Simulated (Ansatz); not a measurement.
What relativity does to BaS

```yaml
crystal:
  lattice:
    - [0.00000, 3.21439, 3.21439]
    - [3.21439, 0.00000, 3.21439]
    - [3.21439, 3.21439, 0.00000]
  atoms:
    - { symbol: Ba, position: [0.00000, 0.00000, 0.00000] }
    - { symbol: S, position: [0.50000, 0.50000, 0.50000] }
```

The cell comes from a relaxation on PAW files under the same functional, begun from a database entry that needn't be the ground state.

All-electron LAPW in Ansatz 0.2.0 under PBE, with a Γ-centred 8×8×8 k mesh, Fermi–Dirac smearing of 0.02 eV, no spin polarisation. The basis error target is 0.5 meV/atom. The same cell is solved at each level of relativity (Schrödinger's equation, the scalar-relativistic one, Dirac's), and each level may then relax the cell.

The elements are taken as Ba bcc, S S6 rings, each relaxed on PAW files under the same functional and computed by the same method as the compound; zero-point and thermal terms are left out. PBE lacks dispersion, which leaves layered or molecular solids underbound, be they references or the compound itself. S6 rings stand in for α-S8. Formation energies keep the scalar-relativistic cells of compound and elements, so at the other levels neither side is at rest.

```
                   level  P at the cell (GPa)  gap (eV)  ΔE(formation) at the fixed cells (eV/atom)  relaxed V (Å³/atom)
     scalar-relativistic                -0.01      2.23                                           ?                33.21
        non-relativistic                    ?      2.09                                      -2.212                33.41
with spin–orbit coupling                -0.02      2.19                                           –                    –
```

Q: What belongs in the row "non-relativistic", column "P at the cell (GPa)"?

A: 0.25.

Q: Fill in "ΔE(formation) at the fixed cells (eV/atom)" for the row "scalar-relativistic".

A: -2.163.

Q: Does scalar relativity shrink or swell this crystal?

A: It shrinks it by 0.6 % in volume against the non-relativistic cell.
